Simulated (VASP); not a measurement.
# ZnS (P6_3mc) in VASP: notebook

Runs on ZnS. Level: r2SCAN. Tasks: single point.

Everything below comes from runs of VASP 6.6.1. Logs are shortened: lines on timing, memory, paths and dates and some standing lists are left out, and cuts for length are marked.

**The experiment to reproduce.**

From a printed reference work, monograph, for a bulk crystal of ZnS at 4 K: band gap 3.911 eV (direct).

How close the calculation comes is told below.

## Step 1: The cell of the first run

It takes space group P6_3mc (No. 186, hexagonal). The conventional cell has a = 3.807 Å, b = 3.807 Å, c = 6.248 Å, α = 90.00°, β = 90.00°, γ = 120.00°. Within 3.1 Å of Zn (site symmetry 3m) lie 4 S at 2.33 to 2.34 Å. S (site symmetry 3m) has 4 Zn at 2.33 to 2.34 Å within 3.1 Å.

## Step 2: Single point, r2SCAN

File POSCAR:

```
ZnS
1.0
    3.8071395357      0.0000000000      0.0000000000
   -1.9035697679      3.2970795537      0.0000000000
    0.0000000000      0.0000000000      6.2477592700
Zn S
2 2
Direct
    0.3333333333      0.6666666667      0.0053942600
    0.6666666667      0.3333333333      0.5053942600
    0.3333333333      0.6666666667      0.3796057400
    0.6666666667      0.3333333333      0.8796057400
```

File INCAR.step1:

```
SYSTEM = ZnS
PREC = Accurate
ENCUT = 520
ISMEAR = -1
SIGMA = 0.02
LREAL = .False.
LASPH = .True.
NELM = 100
NBANDS = 26
GGA = PE
ALGO = Normal
EDIFF = 1E-4
LWAVE = .True.
LCHARG = .False.
```

File INCAR.step2:

```
SYSTEM = ZnS
PREC = Accurate
ENCUT = 520
EDIFF = 1E-7
ISMEAR = -1
SIGMA = 0.02
LREAL = .False.
LASPH = .True.
NELM = 100
ALGO = Normal
ISIF = 2
LWAVE = .False.
LCHARG = .False.
METAGGA = R2SCAN
LMIXTAU = .True.
NBANDS = 26
ISTART = 1
```

File KPOINTS:

```
Automatic mesh
0
Gamma
  12 12 6
  0 0 0
```

Potentials or basis: VASP PAW PBE potentials, release 64 (Zn, S).

The run is started by

```console
$ cat potpaw_PBE.64/Zn/POTCAR potpaw_PBE.64/S/POTCAR > POTCAR
$ cp INCAR.step1 INCAR
$ mpirun -np 1 vasp_std > vasp.out
$ cp INCAR.step2 INCAR
$ mpirun -np 1 vasp_std > vasp.out
```

OUTCAR:

```text
SYSTEM = ZnS
   PREC = Accurate
   ENCUT = 520
   EDIFF = 1E-7
   ISMEAR = -1
   LREAL = .False.
   LASPH = .True.
   NELM = 100
   ISIF = 2
   METAGGA = R2SCAN
   ISTART = 1

 ion  position               nearest neighbor table
   1  0.333  0.667  0.005-   4 2.33   4 2.33   4 2.33   3 2.34
   2  0.667  0.333  0.505-   3 2.33   3 2.33   3 2.33   4 2.34
   3  0.333  0.667  0.380-   2 2.33   2 2.33   2 2.33   1 2.34
   4  0.667  0.333  0.880-   1 2.33   1 2.33   1 2.33   2 2.34

  LATTYP: Found a hexagonal cell.
 ALAT       =     3.8071395357
 C/A-ratio  =     1.6410639041

  Lattice vectors:

 A1 = (   3.8071395357,   0.0000000000,   0.0000000000)
 A2 = (  -1.9035697679,   3.2970795537,   0.0000000000)
 A3 = (   0.0000000000,   0.0000000000,   6.2477592700)

Analysis of symmetry for initial positions (statically):
=====================================================================
 Subroutine PRICEL returns:
 Original cell was already a primitive cell.

 Routine SETGRP: Setting up the symmetry group for a
 hexagonal supercell.

 Subroutine GETGRP returns: Found 12 space group operations
 (whereof  6 operations were pure point group operations)
 out of a pool of 24 trial point group operations.

The static configuration has the point symmetry C_3v.
 The point group associated with its full space group is C_6v.

Analysis of symmetry for dynamics (positions and initial velocities):
=====================================================================
 Subroutine PRICEL returns:
 Original cell was already a primitive cell.

 Routine SETGRP: Setting up the symmetry group for a
 hexagonal supercell.

 Subroutine GETGRP returns: Found 12 space group operations
 (whereof  6 operations were pure point group operations)
 out of a pool of 24 trial point group operations.

The dynamic configuration has the point symmetry C_3v.
 The point group associated with its full space group is C_6v.

 Subroutine INISYM returns: Found 12 space group operations
 (whereof  6 operations are pure point group operations),
 and found     1 'primitive' translations

----------------------------------------------------------------------------------------

                                     Primitive cell

[... 89 lines left out ...]
   LNONCOLLINEAR =      F non collinear calculations
   LSORBIT =      F    spin-orbit coupling
   LASPH  =      T    aspherical Exc in radial PAW
   ENCUT  =  520.0 eV  38.22 Ry    6.18 a.u.   7.08  7.08 11.62*2*pi/ulx,y,z
   NELM   =    100;   NELMIN=  2; NELMDL=  0     # of ELM steps
   EDIFF  = 0.1E-06   stopping-criterion for ELM
   LREAL  =      F    real-space projection
   EDIFFG = 0.1E-05   stopping-criterion for IOM
   NSW    =      0    number of steps for IOM
   IBRION =     -1    ionic relax: 0-MD 1-quasi-New 2-CG
   NFREE  =      0    steps in history (QN), initial steepest desc. (CG)
   ISIF   =      2    stress and relaxation
   ISYM   =      2    0-nonsym 1-usesym 2-fastsym
   POTIM  = 0.5000    time-step for ionic-motion
   TEBEG  =    0.0;   TEEND  =   0.0 temperature during run
   PSTRESS=    0.0 pullay stress
   NELECT =      36.0000    total number of electrons
   NUPDOWN=      -1.0000    fix difference up-down
   EMIN   =  10.00;   EMAX   =-10.00  energy-range for DOS
   EFERMI =   0.00;   METHOD = LEGACY
   ISMEAR =    -1;   SIGMA  =   0.02  broadening in eV -4-tet -1-fermi 0-gaus
   EFERMI_NEDOS =   21; number of points for ismear=-14 and -15
   IALGO  =     38    algorithm
   IMIX   =      4    mixing-type and parameters
     AMIX     =   0.40;   BMIX     =  1.00
     AMIX_MAG =   1.60;   BMIX_MAG =  1.00
  volume/ion in A,a.u.               =      19.61       132.31
  Fermi-wavevector in a.u.,A,eV,Ry     =   1.262869  2.386476 21.699076  1.594837
  Thomas-Fermi vector in A             =   2.396255
   LORBIT       =      0    0 simple, 1 ext, 2 COOP (PROOUT), +10 PAW based schemes
   METAGGA = R2SCAN    functional components
   LHFCALC =     F    Hartree Fock is set to
   AEXX    =    0.0000 exact exchange contribution
   IVDW    =     0    specifies the selected vdW correction
   LEPSILON=     F    determine dielectric tensor
   LRPA    =     F    only Hartree local field effects (RPA)
 non-spin polarized calculation
  energy-cutoff  :      520.00
  volume of cell :       78.42
 maximum number of plane-waves:      2130
   NGX = 15   NGY = 15   NGZ = 23

 number of electron      35.9999993 magnetization

 Free energy of the ion-electron system (eV)
  ---------------------------------------------------
  ext. energy  EPLUGINS =         0.00000000
  ---------------------------------------------------
  free energy    TOTEN  =       -37.72376639 eV

  energy without entropy =      -37.72376639  energy(sigma->0) =      -37.72376639

 E-fermi :   2.2978     XC(G=0): -10.3083

 val. band max:        1.9092852875   @ k =   0.0000   0.0000   0.0000
 cond. band min:       4.6917404476   @ k =   0.0000   0.0000   0.0000
 fundamental gap:      2.7824551601
 Fermi energy:         2.2977572978

 k-point     1 :       0.0000    0.0000    0.0000
  band No.  band energies     occupation
      1     -11.8371      2.00000
      2     -10.8785      2.00000
      3      -4.6222      2.00000
      4      -4.6073      2.00000
      5      -4.6073      2.00000
      6      -4.5162      2.00000
[... 685 lines left out ...]
     25      11.2975      0.00000
     26      12.3989      0.00000

 [... further k-points ...]

------------------------ aborting loop because EDIFF is reached ----------------------------------------

  FORCE on cell =-STRESS in cart. coord.  units (eV):
  Direction    XX          YY          ZZ          XY          YZ          ZX
  --------------------------------------------------------------------------------------
  -------------------------------------------------------------------------------------
  Total       -0.0108530     -0.0108530     -0.0269644      0.0000000      0.0000000      0.0000000
  in kB       -0.2217207     -0.2217207     -0.5508699      0.0000000      0.0000000      0.0000000
  external PRESSURE =      -0.3314371 kB  Pullay stress =       0.0000000 kB

 VOLUME and BASIS-vectors are now :
 -----------------------------------------------------------------------------
  energy-cutoff  :      520.00
  volume of cell :       78.42
      direct lattice vectors                 reciprocal lattice vectors
     3.807139536  0.000000000  0.000000000     0.262664394  0.151649359  0.000000000
    -1.903569768  3.297079554  0.000000000     0.000000000  0.303298717  0.000000000
     0.000000000  0.000000000  6.247759270     0.000000000  0.000000000  0.160057383

 POSITION                                       TOTAL-FORCE (eV/Angst)
 -----------------------------------------------------------------------------------
     -0.00000      2.19805      0.03370        -0.000000     -0.000000      0.002773
      1.90357      1.09903      3.15758         0.000000     -0.000000      0.002773
     -0.00000      2.19805      2.37169        -0.000000      0.000000     -0.002773
      1.90357      1.09903      5.49556        -0.000000     -0.000000     -0.002773
 -----------------------------------------------------------------------------------
    total drift:                               -0.000000      0.000000      0.014747

  FREE ENERGIE OF THE ION-ELECTRON SYSTEM (eV)
  ---------------------------------------------------
  free  energy   TOTEN  =       -37.7237663937 eV

  energy  without entropy=      -37.7237663937  energy(sigma->0) =      -37.72376639
```

OSZICAR.step1:

```text
N       E                     dE             d eps       ncg     rms          rms(c)
DAV:   1     0.243935293265E+03    0.24394E+03   -0.17048E+04  3952   0.167E+03
DAV:   2     0.103316335920E+02   -0.23360E+03   -0.22315E+03  4064   0.350E+02
DAV:   3    -0.139381382824E+02   -0.24270E+02   -0.24026E+02  4722   0.112E+02
DAV:   4    -0.145228210176E+02   -0.58468E+00   -0.58338E+00  4602   0.174E+01
DAV:   5    -0.145317563770E+02   -0.89354E-02   -0.89329E-02  4818   0.214E+00    0.987E+00
DAV:   6    -0.136861223346E+02    0.84563E+00   -0.16359E+00  5942   0.371E+01    0.758E+00
DAV:   7    -0.136819464896E+02    0.41758E-02   -0.12415E+00  4204   0.652E+00    0.345E+00
DAV:   8    -0.136752523157E+02    0.66942E-02   -0.34972E-02  4866   0.177E+00    0.975E-01
DAV:   9    -0.136757075893E+02   -0.45527E-03   -0.92898E-03  5346   0.131E+00    0.230E-01
DAV:  10    -0.136758487252E+02   -0.14114E-03   -0.58833E-04  4510   0.332E-01    0.945E-02
DAV:  11    -0.136760638393E+02   -0.21511E-03   -0.33142E-04  3800   0.121E-01    0.604E-02
DAV:  12    -0.136760629260E+02    0.91335E-06   -0.14792E-05  2212   0.418E-02
   1 F= -.13676063E+02 E0= -.13676063E+02  d E =-.118743E-11
```

It took 12 min on 1 thread of AMD EPYC 7R13, shared host; peak memory 0.29 GiB.

What came out:

| Quantity | Value |
| --- | --- |
| Free energy | -37.7238 eV |
| Pressure | 0.0 GPa |
| Band gap on the k mesh | 2.78 eV |

Forces in eV/Å, atoms in the order of the input:
```
Zn   0.000  0.000  0.003
Zn   0.000  0.000  0.003
S    0.000  0.000 -0.003
S    0.000  0.000 -0.003
```

Caveat: the PAW data sets were made with another functional, which shifts forces and pressure a little.

## Step 3: Single point, r2SCAN

This run uses another cell than the first one, of 20.00 Å³/atom.

File POSCAR:

```
ZnS
1.0
    3.8323531153      0.0000000000      0.0000000000
   -1.9161765576      3.3189151541      0.0000000000
    0.0000000000      0.0000000000      6.2891363700
Zn S
2 2
Direct
    0.3333333333      0.6666666667      0.0053942600
    0.6666666667      0.3333333333      0.5053942600
    0.3333333333      0.6666666667      0.3796057400
    0.6666666667      0.3333333333      0.8796057400
```

File INCAR.step1:

```
ALGO = Normal ; EDIFF = 1E-4
ENCUT = 520 ; GGA = PE
ISMEAR = -1 ; LASPH = T
LCHARG = F ; LREAL = F
LWAVE = T ; NBANDS = 26
NELM = 80 ; PREC = Accurate
SIGMA = 0.02
```

File INCAR.step2:

```
ALGO = Normal ; EDIFF = 1E-6
ENCUT = 520 ; ISIF = 2
ISMEAR = -1 ; ISTART = 1
LASPH = T ; LCHARG = F
LMIXTAU = T ; LREAL = F
LWAVE = F ; METAGGA = R2SCAN
NBANDS = 26 ; NELM = 80
PREC = Accurate ; SIGMA = 0.02
```

File KPOINTS:

```
k-points
0
Gamma
  12 12 6
```

Potentials or basis: VASP PAW PBE potentials, release 64 (Zn, S).

The run is started by

```console
$ cat potpaw_PBE.64/Zn/POTCAR potpaw_PBE.64/S/POTCAR > POTCAR
$ cp INCAR.step1 INCAR
$ mpirun -np 1 vasp_std > vasp.out
$ cp INCAR.step2 INCAR
$ mpirun -np 1 vasp_std > vasp.out
```

OUTCAR:

```text
EDIFF = 1E-6
   ENCUT = 520
   ISIF = 2
   ISMEAR = -1
   ISTART = 1
   LASPH = T
   LREAL = F
   METAGGA = R2SCAN
   NELM = 80
   PREC = Accurate

 ion  position               nearest neighbor table
   1  0.333  0.667  0.005-   4 2.35   4 2.35   4 2.35   3 2.35
   2  0.667  0.333  0.505-   3 2.35   3 2.35   3 2.35   4 2.35
   3  0.333  0.667  0.380-   2 2.35   2 2.35   2 2.35   1 2.35
   4  0.667  0.333  0.880-   1 2.35   1 2.35   1 2.35   2 2.35

  LATTYP: Found a hexagonal cell.
[... 896 lines left out ...]
  FORCE on cell =-STRESS in cart. coord.  units (eV):
  Direction    XX          YY          ZZ          XY          YZ          ZX
  --------------------------------------------------------------------------------------
  -------------------------------------------------------------------------------------
  Total       -0.7504797     -0.7504797     -0.7760295     -0.0000000      0.0000000      0.0000000
  in kB      -15.0313115    -15.0313115    -15.5430462     -0.0000000      0.0000000      0.0000000
  external PRESSURE =     -15.2018898 kB  Pullay stress =       0.0000000 kB

 VOLUME and BASIS-vectors are now :
 -----------------------------------------------------------------------------
  energy-cutoff  :      520.00
  volume of cell :       79.99
      direct lattice vectors                 reciprocal lattice vectors
     3.832353115  0.000000000  0.000000000     0.260936289  0.150651637  0.000000000
    -1.916176558  3.318915154  0.000000000     0.000000000  0.301303273  0.000000000
     0.000000000  0.000000000  6.289136370     0.000000000  0.000000000  0.159004344

 POSITION                                       TOTAL-FORCE (eV/Angst)
 -----------------------------------------------------------------------------------
     -0.00000      2.21261      0.03393        -0.000000      0.000000      0.009811
      1.91618      1.10631      3.17849         0.000000      0.000000      0.009811
     -0.00000      2.21261      2.38739         0.000000      0.000000     -0.009811
      1.91618      1.10631      5.53196        -0.000000     -0.000000     -0.009811
 -----------------------------------------------------------------------------------
    total drift:                               -0.000000      0.000000      0.056295

  FREE ENERGIE OF THE ION-ELECTRON SYSTEM (eV)
  ---------------------------------------------------
  free  energy   TOTEN  =       -37.7155234481 eV

  energy  without entropy=      -37.7155234481  energy(sigma->0) =      -37.71552345
```

OSZICAR.step1:

```text
N       E                     dE             d eps       ncg     rms          rms(c)
DAV:   1     0.244598861942E+03    0.24460E+03   -0.17064E+04  3952   0.166E+03
DAV:   2     0.101985786976E+02   -0.23440E+03   -0.22413E+03  4080   0.350E+02
DAV:   3    -0.139537346778E+02   -0.24152E+02   -0.23913E+02  4714   0.111E+02
DAV:   4    -0.145370923556E+02   -0.58336E+00   -0.58207E+00  4582   0.174E+01
DAV:   5    -0.145461257288E+02   -0.90334E-02   -0.90308E-02  4806   0.214E+00    0.952E+00
DAV:   6    -0.137008027295E+02    0.84532E+00   -0.16334E+00  5944   0.366E+01    0.734E+00
DAV:   7    -0.136964972308E+02    0.43055E-02   -0.11910E+00  4198   0.638E+00    0.339E+00
DAV:   8    -0.136905456857E+02    0.59515E-02   -0.34958E-02  4856   0.185E+00    0.934E-01
DAV:   9    -0.136911273887E+02   -0.58170E-03   -0.84529E-03  5388   0.134E+00    0.223E-01
DAV:  10    -0.136912832940E+02   -0.15591E-03   -0.62076E-04  4462   0.324E-01    0.918E-02
DAV:  11    -0.136915031824E+02   -0.21989E-03   -0.34936E-04  3808   0.120E-01    0.602E-02
DAV:  12    -0.136915019792E+02    0.12032E-05   -0.13503E-05  2238   0.328E-02
   1 F= -.13691502E+02 E0= -.13691502E+02  d E =-.670114E-12
```

Run time: 13 min. Hardware: 1 thread of AMD EPYC 7R13, shared host; peak memory 0.3 GiB.

Results:

```
Free energy            : -37.7155 eV
Pressure               : -1.5 GPa
Largest force          : 0.010 eV/Å
Band gap on the k mesh : 2.69 eV
```

Forces on the atoms (eV/Å):
```
Zn   0.000  0.000  0.010
Zn   0.000  0.000  0.010
S    0.000  0.000 -0.010
S    0.000  0.000 -0.010
```

Caveat: the PAW data sets were made with another functional, which shifts forces and pressure a little. r2SCAN opens gaps a little over a GGA but as a rule still falls short of measured ones.

## Step 4: Comparison with measurements

Step 2. A measured gap of ZnS is 3.911 eV (direct; 4 K; a printed reference work, monograph); the calculated 2.78 eV misses it by -1.13 eV. The value is that of r2SCAN on a finite k mesh, which can miss the band edges, without temperature or zero-point motion.
